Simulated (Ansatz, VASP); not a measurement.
# One calculation of Hf, two programs

```
Hf
1.0
     0.00000    2.26354    2.26354
     2.26354    0.00000    2.26354
     2.26354    2.26354    0.00000
Hf
1
Direct
  0.00000 0.00000 0.00000
```

Change from the starting cell: volume scaled by 1.06.

Alike in both runs: task single point; functional PBEsol; k mesh 10 × 10 × 10; occupations fermi-dirac, width 0.05 eV; no spin polarisation.

```csv
,VASP,Ansatz
version,VASP 6.6.1,Ansatz 0.2.0
potentials or method,"VASP PAW PBE potentials, release 64 (Hf_pv)",Ansatz PAW
plane-wave cutoff (eV),520,420
valence electrons in the cell,10,26
```

VASP gave:

```
gap on the k mesh at the Fermi level (eV) : none
pressure (GPa)                            : -7.5
```

Question: Estimate Ansatz's values.

Answer: gap on the k mesh at the Fermi level (eV): none; pressure (GPa): -7.1.

A gap of «none» marks a metal or a gap that the smearing closes. The functional is the same, so the differences come from potentials, cutoffs and numerics. The two sets of potentials don't hold the same shells in valence.

Caveats: the PAW data sets were made with another functional, which shifts forces and pressure a little (VASP); the PAW data sets come from PBE, with cores solved anew for the run's functional, which leaves a small shift of forces and pressure (Ansatz). Spin-orbit coupling is left out, which matters for the levels of Hf.
